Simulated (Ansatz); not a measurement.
**BN: Born charges and dielectric tensor with LDA**

BN:

```
CELL_PARAMETERS angstrom
0.00000 1.81300 1.81300
1.81300 0.00000 1.81300
1.81300 1.81300 0.00000
ATOMIC_POSITIONS crystal
N 0.25000 0.25000 0.25000
B 0.00000 0.00000 0.00000
```

The cell is a database's computed one.

```yaml
Program: Ansatz 0.2.0
Task: Born charges and dielectric tensor
Functional: LDA
Potentials_or_basis: Ansatz PAW
Cutoff: "420 eV (not typed: the program's choice for these potentials)"
k_mesh: 13 × 13 × 13
Occupations: fixed
Spin: no spin polarisation
```

```json
{
 "Band gap on the k mesh": "4.42 eV, indirect (least direct gap 8.65 eV)",
 "Electronic dielectric tensor (diagonal)": "4.60",
 "Born charges (mean of the diagonal)": "N -1.90; B +1.90 e"
}
```

Levels at points of the mesh, in eV from the valence-band top:
```
           k point  band 2  band 3  band 4  band 5  band 6  band 7
(0.00, 0.00, 0.00)    0.00    0.00    0.00    8.65    8.65    8.65
```

Electronic dielectric tensor:
```
4.60 0.00 0.00
0.00 4.60 0.00
0.00 0.00 4.60
```

Born effective charge tensors (e):
atom 1, N
```
-1.90  0.00  0.00
 0.00 -1.90  0.00
 0.00  0.00 -1.90
```
atom 2, B
```
1.90 0.00 0.00
0.00 1.90 0.00
0.00 0.00 1.90
```

Wall time 7.5 s on 2 threads of Intel(R) Xeon(R) Processor @ 2.70GHz, with other jobs on the host, peak memory 0.37 GiB.

The gap isn't set beside the measured one, since this odd mesh misses points on the zone boundary.

Caveat: odd divisions of the mesh miss points on the zone boundary, where band edges often lie, so the gap on the mesh can be too wide.
